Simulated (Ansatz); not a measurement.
The system is CdS.

```
Cd S
1.0
     0.00000    2.75324    2.75324
     2.75324    0.00000    2.75324
     2.75324    2.75324    0.00000
Cd S
1 1
Direct
  0.00000 0.00000 0.00000
  0.50000 0.50000 0.50000
```

Measurements of this composition are mostly on another form, of space group No. 186.

- Program: Ansatz 0.2.0
- Task: relaxation of cell and atoms
- Functional: HSE03
- Potentials or basis: Ansatz PAW
- Cutoff: 420 eV (not typed: the program's choice for these potentials)
- k mesh: 4 × 4 × 4
- Occupations: fermi-dirac, width 0.05 eV
- Spin: no spin polarisation

At the start: volume 20.87 Å³/atom.

Task: How do energy, volume and symmetry change on relaxing?

Result: It ends after 4 steps and the volume is 20.43 Å³/atom (-2.1 %); space group Fm-3m (No. 225, to 0.05 Å).

Step by step:
```
step  energy change (eV)  largest force (eV/Å)  volume (Å³)
   1              0.0000                0.0000        41.74
   2             -0.0041                0.0000        40.31
   3             -0.0054                0.0000        40.87
   4             -0.0048                0.0000        40.87
```

Final structure:
```xyz
2
Lattice="0.0000 2.7338 2.7338 2.7338 0.0000 2.7338 2.7338 2.7338 0.0000" Properties=species:S:1:pos:R:3 pbc="T T T"
Cd    0.0000    0.0000    0.0000
S     2.7338    2.7338    2.7338
```

Caveat: the k mesh is coarse (spacing up to 0.49 Å⁻¹), so the values aren't converged, least of all with exact exchange; the plane-wave basis is chosen anew once the cell has moved, so the energies of steps on either side of that aren't comparable; the PAW data sets come from PBE, with cores solved anew for the run's functional, which leaves a small shift of forces and pressure.
